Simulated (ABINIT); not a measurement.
The system is MgB2.

```xyz
3
Lattice="3.0850 0.0000 0.0000 -1.5425 2.6717 0.0000 0.0000 0.0000 3.5230" Properties=species:S:1:pos:R:3 pbc="T T T"
Mg    0.0000    0.0000    0.0000
B     1.5425    0.8906    1.7615
B     0.0000    1.7811    1.7615
```

Program: ABINIT 10.8.3 (patched build). Alike in all runs: no spin polarisation; cell as given; smearing fermi-dirac 0.05 eV.

Task: Order these runs on this cell by their pressure, lowest first.
A. level PBE; potentials or basis PseudoDojo NC SR PBE v0.4.1 standard; k mesh 8 × 8 × 6; cutoff (eV) 1088
B. level PBEsol; potentials or basis PseudoDojo NC SR PBEsol v0.4.1 standard; k mesh 12 × 12 × 8, shifted; cutoff (eV) 1034; bands in the sums 16; broadening (eV) 0.1; scissor shift (eV) 0; tensor components [11, 33]
C. level LDA; potentials or basis PseudoDojo NC SR LDA v0.4.1 standard; k mesh 8 × 8 × 6; cutoff (eV) 1088

Result: C (-7.4 GPa), B (-3.5 GPa), A (-1.0 GPa).

Not every run made on this cell is shown here.
